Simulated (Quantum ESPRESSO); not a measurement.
The system is CuO (Tenorite).

```
CELL_PARAMETERS angstrom
2.34185 -1.71130 0.00000
2.34185 1.71130 0.00000
-0.85003 0.00000 5.05787
ATOMIC_POSITIONS crystal
Cu 0.50000 0.00000 0.50000
Cu 0.00000 0.50000 0.00000
O 0.41840 0.58160 0.75000
O 0.58160 0.41840 0.25000
```

Base run:

```yaml
Program: Quantum ESPRESSO 7.5
Functional: LDA
Potentials_or_basis: GBRV 1.5 LDA
Cutoff: 762 eV
Density_cutoff: 6095 eV
k_mesh: 8 × 8 × 4
Occupations: fermi-dirac, width 0.05 eV
Spin: no spin polarisation
```

Its results: band gap on the k mesh none (metal or under the smearing width); pressure -8.8 GPa; largest force 0.455 eV/Å.

Task: The run is repeated on the same cell with these changes: functional from LDA to PBEsol; potentials or basis from GBRV 1.5 LDA to GBRV 1.5 PBEsol. What comes out?

Result: Band gap on the k mesh none (metal or under the smearing width); pressure -2.2 GPa; largest force 0.353 eV/Å.

Caveats: the run has no spin polarisation, though such a crystal can be magnetic; semilocal functionals often make such compounds metallic where correlation or magnetic order opens a gap, which also shifts bond lengths; the Wannier minimisation didn't converge (some runs).
